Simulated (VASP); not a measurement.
# As in VASP: single point with revPBE+D3(BJ)

Aim: the single point of As with revPBE+D3(BJ).

Everything below comes from runs of VASP 6.6.1. Logs are shortened: lines on timing, memory, paths and dates and some standing lists are left out, and cuts for length are marked.

## (1) The structure

The cell holds a slab with vacuum, 2 atoms: a = 3.587 Å, b = 3.587 Å, c = 22.480 Å, α = 90.00°, β = 90.00°, γ = 120.00°.

The cell was built by a generator and needn't be a form met in nature.

## (2) Single point, revPBE+D3(BJ)

The input, INCAR:

```
ALGO = Normal
DIPOL = 0.5 0.5 0.623
EDIFF = 1E-6
ENCUT = 520
GGA = RE
IDIPOL = 3
ISIF = 2
ISMEAR = 0
IVDW = 12
LASPH = T
LCHARG = F
LDIPOL = T
LREAL = F
LWAVE = F
NBANDS = 12
NELM = 100
PREC = Accurate
SIGMA = 0.04
```

The input, KPOINTS:

```
k-points
0
Gamma
  12 12 1
```

The input, POSCAR:

```
As
1.0
    3.5870035604      0.0000000000      0.0000000000
   -1.7935017802      3.1064362068      0.0000000000
    0.0000000000      0.0000000000     22.4800000000
As
2
Direct
    0.3333333333      0.6666666667      0.5919282160
    0.0000000000      0.0000000000      0.6536471481
```

Potentials or basis: VASP PAW PBE potentials, release 64 (As).

Command:

```
$ cat potpaw_PBE.64/As/POTCAR > POTCAR
$ mpirun -np 1 vasp_std > vasp.out
```

OUTCAR:

```text
EDIFF = 1E-6
   ENCUT = 520
   GGA = RE
   ISIF = 2
   ISMEAR = 0
   IVDW = 12
   LASPH = T
   LREAL = F
   NELM = 100
   PREC = Accurate
 IVDW          = 12

 ion  position               nearest neighbor table
   1  0.333  0.667  0.592-   2 2.49   2 2.49   2 2.49
   2  0.000  0.000  0.654-   1 2.49   1 2.49   1 2.49

  LATTYP: Found a hexagonal cell.
 ALAT       =     3.5870035604
 C/A-ratio  =     6.2670693300

  Lattice vectors:

 A1 = (   3.5870035604,   0.0000000000,   0.0000000000)
 A2 = (  -1.7935017802,   3.1064362068,   0.0000000000)
 A3 = (   0.0000000000,   0.0000000000,  22.4800000000)

Analysis of symmetry for initial positions (statically):
=====================================================================
 Subroutine PRICEL returns:
 Original cell was already a primitive cell.

 Routine SETGRP: Setting up the symmetry group for a
 hexagonal supercell.

 Subroutine GETGRP returns: Found 12 space group operations
 (whereof  6 operations were pure point group operations)
 out of a pool of 24 trial point group operations.

The static configuration has the point symmetry C_3v.
 The point group associated with its full space group is D_3d.

Analysis of symmetry for dynamics (positions and initial velocities):
=====================================================================
 Subroutine PRICEL returns:
 Original cell was already a primitive cell.

 Routine SETGRP: Setting up the symmetry group for a
 hexagonal supercell.

 Subroutine GETGRP returns: Found 12 space group operations
 (whereof  6 operations were pure point group operations)
 out of a pool of 24 trial point group operations.

The dynamic configuration has the point symmetry C_3v.
 The point group associated with its full space group is D_3d.

 Subroutine INISYM returns: Found 12 space group operations
 (whereof  6 operations are pure point group operations),
 and found     1 'primitive' translations

----------------------------------------------------------------------------------------

                                     Primitive cell

  volume of cell :     250.4901

  direct lattice vectors                    reciprocal lattice vectors
     3.587003560  0.000000000  0.000000000     0.278784223  0.160956146  0.000000000
    -1.793501780  3.106436207  0.000000000     0.000000000  0.321912292  0.000000000
     0.000000000  0.000000000 22.480000000     0.000000000  0.000000000  0.044483986

  length of vectors
     3.587003560  3.587003560 22.480000000     0.321912292  0.321912292  0.044483986

  position of ions in fractional coordinates (direct lattice)
     0.333333333  0.666666667  0.591928216
     0.000000000  0.000000000  0.653647148

  ion indices of the primitive-cell ions
   primitive index   ion index
                 1           1
                 2           2

----------------------------------------------------------------------------------------

 KPOINTS: k-points

Automatic generation of k-mesh.
 Grid dimensions read from file:
 generate k-points for:   12   12    1

 Generating k-lattice:

  Cartesian coordinates                     Fractional coordinates (reciprocal lattice)
     0.023232019  0.013413012  0.000000000     0.083333333 -0.000000000  0.000000000
     0.000000000  0.026826024  0.000000000     0.000000000  0.083333333  0.000000000
     0.000000000  0.000000000  0.044483986     0.000000000  0.000000000  1.000000000

  Length of vectors
     0.026826024  0.026826024  0.044483986

  Shift w.r.t. Gamma in fractional coordinates (k-lattice)
     0.000000000  0.000000000  0.000000000

 Subroutine IBZKPT returns following result:
 ===========================================

 Found     19 irreducible k-points:

 Following reciprocal coordinates:
            Coordinates               Weight
  0.000000  0.000000  0.000000      1.000000
  0.083333 -0.000000  0.000000      6.000000
  0.166667 -0.000000  0.000000      6.000000
  0.250000  0.000000  0.000000      6.000000
  0.333333  0.000000  0.000000      6.000000
  0.416667 -0.000000  0.000000      6.000000
[... 11 lines left out ...]
  0.333333  0.250000  0.000000     12.000000
  0.333333  0.333333  0.000000      2.000000
   k-points           NKPTS =     19   k-points in BZ     NKDIM =     19   number of bands    NBANDS=     12
   number of dos      NEDOS =    301   number of ions     NIONS =      2
   total plane-waves  NPLWV = 131712
   dimension x,y,z NGX =    28 NGY =   28 NGZ =  168
   dimension x,y,z NGXF=    56 NGYF=   56 NGZF=  336
   ions per type =               2
   NGX,Y,Z   is equivalent  to a cutoff of  12.98, 12.98, 12.42 a.u.
   NGXF,Y,Z  is equivalent  to a cutoff of  25.95, 25.95, 24.85 a.u.
 SYSTEM =  unknown system
   PREC   = accura    normal or accurate (medium, high low for compatibility)
   ISTART =      0    job   : 0-new  1-cont  2-samecut
   ICHARG =      2    charge: 1-file 2-atom 10-const
   ISPIN  =      1    spin polarized calculation?
   LNONCOLLINEAR =      F non collinear calculations
   LSORBIT =      F    spin-orbit coupling
   LASPH  =      T    aspherical Exc in radial PAW
   ENCUT  =  520.0 eV  38.22 Ry    6.18 a.u.   6.67  6.67 41.80*2*pi/ulx,y,z
   NELM   =    100;   NELMIN=  2; NELMDL= -5     # of ELM steps
   EDIFF  = 0.1E-05   stopping-criterion for ELM
   LREAL  =      F    real-space projection
   EDIFFG = 0.1E-04   stopping-criterion for IOM
   NSW    =      0    number of steps for IOM
   IBRION =     -1    ionic relax: 0-MD 1-quasi-New 2-CG
   NFREE  =      0    steps in history (QN), initial steepest desc. (CG)
   ISIF   =      2    stress and relaxation
   ISYM   =      2    0-nonsym 1-usesym 2-fastsym
   POTIM  = 0.5000    time-step for ionic-motion
   TEBEG  =    0.0;   TEEND  =   0.0 temperature during run
   PSTRESS=    0.0 pullay stress
   NELECT =      10.0000    total number of electrons
   NUPDOWN=      -1.0000    fix difference up-down
   EMIN   =  10.00;   EMAX   =-10.00  energy-range for DOS
   EFERMI =   0.00;   METHOD = LEGACY
   ISMEAR =     0;   SIGMA  =   0.04  broadening in eV -4-tet -1-fermi 0-gaus
   EFERMI_NEDOS =   21; number of points for ismear=-14 and -15
   IALGO  =     38    algorithm
   IMIX   =      4    mixing-type and parameters
     AMIX     =   0.40;   BMIX     =  1.00
     AMIX_MAG =   1.60;   BMIX_MAG =  1.00
  volume/ion in A,a.u.               =     125.25       845.20
  Fermi-wavevector in a.u.,A,eV,Ry     =   0.559514  1.057329  4.259391  0.313056
  Thomas-Fermi vector in A             =   1.594996
   LORBIT       =      0    0 simple, 1 ext, 2 COOP (PROOUT), +10 PAW based schemes
   GGA     = RE    functional components
   LHFCALC =     F    Hartree Fock is set to
   AEXX    =    0.0000 exact exchange contribution
   IVDW    =    12    specifies the selected vdW correction
   LEPSILON=     F    determine dielectric tensor
   LRPA    =     F    only Hartree local field effects (RPA)
 non-spin polarized calculation
 Gauss-broadening in eV      SIGMA  =   0.04
  energy-cutoff  :      520.00
  volume of cell :      250.49
 maximum number of plane-waves:      6815
 NGX is ok and might be reduce to    28
   NGX = 13   NGY = 13   NGZ = 83

 number of electron      10.0000000 magnetization

 dipolmoment           0.000000      0.000000     -0.000000 electrons x Angstroem

 number of electron       9.9999999 magnetization

 dipolmoment           0.000000      0.000000      0.000000 electrons x Angstroem

 Free energy of the ion-electron system (eV)
  ---------------------------------------------------
  ext. energy  EPLUGINS =         0.00000000
  ---------------------------------------------------
  free energy    TOTEN  =        -8.83235700 eV

  energy without entropy =       -8.83235700  energy(sigma->0) =       -8.83235700

 E-fermi :  -3.3637     XC(G=0):  -2.3332

 val. band max:       -3.6000937323   @ k =   0.0000   0.0000   0.0000
 cond. band min:      -1.9292013040   @ k =   0.3333   0.0000   0.0000
 fundamental gap:      1.6708924283
 Fermi energy:        -3.3637114565

 k-point     1 :       0.0000    0.0000    0.0000
  band No.  band energies     occupation
      1     -17.1576      2.00000
      2     -10.7342      2.00000
      3      -4.1375      2.00000
      4      -3.6001      2.00000
      5      -3.6001      2.00000
      6      -1.5344      0.00000
      7      -0.0552      0.00000
      8      -0.0552      0.00000
      9       1.1585      0.00000
     10       1.3608      0.00000
     11       1.9940      0.00000
     12       2.4359      0.00000

 k-point     2 :       0.0833   -0.0000    0.0000
  band No.  band energies     occupation
      1     -17.0640      2.00000
      2     -10.7192      2.00000
      3      -4.4947      2.00000
      4      -4.0933      2.00000
      5      -3.8106      2.00000
      6      -0.9320      0.00000
      7      -0.1438      0.00000
      8       0.1621      0.00000
      9       1.2924      0.00000
     10       1.4725      0.00000
     11       2.1016      0.00000
     12       2.5483      0.00000

 k-point     3 :       0.1667   -0.0000    0.0000
  band No.  band energies     occupation
      1     -16.7860      2.00000
      2     -10.7232      2.00000
      3      -5.8338      2.00000
      4      -4.2766      2.00000
      5      -3.9991      2.00000
      6      -1.2781      0.00000
      7       0.5760      0.00000
      8       0.5897      0.00000
      9       1.6344      0.00000
     10       1.8238      0.00000
     11       2.4180      0.00000
     12       2.8682      0.00000

 k-point     4 :       0.2500    0.0000    0.0000
  band No.  band energies     occupation
      1     -16.3334      2.00000
      2     -10.9132      2.00000
      3      -6.8521      2.00000
      4      -4.7688      2.00000
      5      -4.0092      2.00000
      6      -1.8087      0.00000
      7       0.7957      0.00000
      8       0.9005      0.00000
      9       2.0147      0.00000
     10       2.3550      0.00000
     11       2.9421      0.00000
     12       3.3475      0.00000

 k-point     5 :       0.3333    0.0000    0.0000
  band No.  band energies     occupation
      1     -15.7325      2.00000
      2     -11.4766      2.00000
      3      -7.2563      2.00000
      4      -5.1681      2.00000
      5      -4.3463      2.00000
      6      -1.9292      0.00000
      7       0.3057      0.00000
      8       1.0064      0.00000
      9       2.7010      0.00000
     10       2.8986      0.00000
     11       3.5353      0.00000
     12       4.0606      0.00000
[... 153 lines left out ...]
      1     -14.3929      2.00000
      2     -12.8484      2.00000
      3      -7.3945      2.00000
      4      -6.0794      2.00000
      5      -5.1683      2.00000
      6      -0.8768      0.00000
      7       0.1248      0.00000
      8       0.6639      0.00000
      9       3.2659      0.00000
     10       5.0790      0.00000
     11       5.1885      0.00000
     12       5.4428      0.00000

 k-point    17 :       0.2500    0.2500    0.0000
  band No.  band energies     occupation
      1     -14.8379      2.00000
      2     -12.2857      2.00000
      3      -7.3767      2.00000
      4      -6.5551      2.00000
      5      -4.6564      2.00000
      6      -0.9168      0.00000
      7      -0.0164      0.00000
      8       1.3882      0.00000
      9       3.8847      0.00000
     10       3.9098      0.00000
     11       4.4702      0.00000
     12       4.9165      0.00000

 k-point    18 :       0.3333    0.2500    0.0000
  band No.  band energies     occupation
      1     -14.1898      2.00000
      2     -12.9459      2.00000
      3      -7.7887      2.00000
      4      -6.0709      2.00000
      5      -5.1497      2.00000
      6      -1.2999      0.00000
      7       0.5808      0.00000
      8       1.1633      0.00000
      9       4.2052      0.00000
     10       4.8428      0.00000
     11       4.9541      0.00000
     12       5.4377      0.00000

 k-point    19 :       0.3333    0.3333    0.0000
  band No.  band energies     occupation
      1     -13.5517      2.00000
      2     -13.5517      2.00000
      3      -8.0246      2.00000
      4      -5.5906      2.00000
      5      -5.5906      2.00000
      6      -1.5456      0.00000
      7       1.0624      0.00000
      8       1.0624      0.00000
      9       4.5989      0.00000
     10       5.4175      0.00000
     11       5.4176      0.00000
     12       6.1470      0.00000

------------------------ aborting loop because EDIFF is reached ----------------------------------------

 vacuum level on the upper side and lower side of the slab       (xc-potential included)        -0.007        -0.007

 Edisp (eV)   -0.85676

 E8    (eV) :    -0.6156

  FORCE on cell =-STRESS in cart. coord.  units (eV):
  Direction    XX          YY          ZZ          XY          YZ          ZX
  --------------------------------------------------------------------------------------
  -------------------------------------------------------------------------------------
  Total      -0.13321    -0.13321     0.31053     0.00000     0.00000     0.00000
  in kB      -0.85202    -0.85202     1.98622     0.00000     0.00000     0.00000
  external pressure =        0.09 kB  Pullay stress =        0.00 kB

 VOLUME and BASIS-vectors are now :
 -----------------------------------------------------------------------------
  energy-cutoff  :      520.00
  volume of cell :      250.49
      direct lattice vectors                 reciprocal lattice vectors
     3.587003560  0.000000000  0.000000000     0.278784223  0.160956146  0.000000000
    -1.793501780  3.106436207  0.000000000     0.000000000  0.321912292  0.000000000
     0.000000000  0.000000000 22.480000000     0.000000000  0.000000000  0.044483986

 POSITION                                       TOTAL-FORCE (eV/Angst)
 -----------------------------------------------------------------------------------
     -0.00000      2.07096     13.30655         0.000000     -0.000000     -0.225571
      0.00000      0.00000     14.69399        -0.000000      0.000000      0.225571
 -----------------------------------------------------------------------------------
    total drift:                                0.000000     -0.000000     -0.000002

  FREE ENERGIE OF THE ION-ELECTRON SYSTEM (eV)
  ---------------------------------------------------
  free  energy   TOTEN  =        -9.6891198751 eV

  energy  without entropy=       -9.6891198751  energy(sigma->0) =       -9.68911988

 vacuum level on the upper side and lower side of the slab         1.674         1.674
```

It took 1.7 min on 1 thread of Intel Xeon Platinum 8488C (Sapphire Rapids), shared host; peak memory 0.35 GiB.

Results:

| Property | Result |
| --- | --- |
| Free energy | -9.6891 eV |
| Largest force | 0.226 eV/Å |
| Band gap on the k mesh | 1.67 eV, indirect (least direct gap 2.07 eV) |
| Dispersion energy per atom | -0.428 eV |

Forces in eV/Å, atoms in the order of the input:
```
As   0.000  0.000 -0.226
As   0.000  0.000  0.226
```

Caveat: the PAW data sets were made with another functional, which shifts forces and pressure a little.
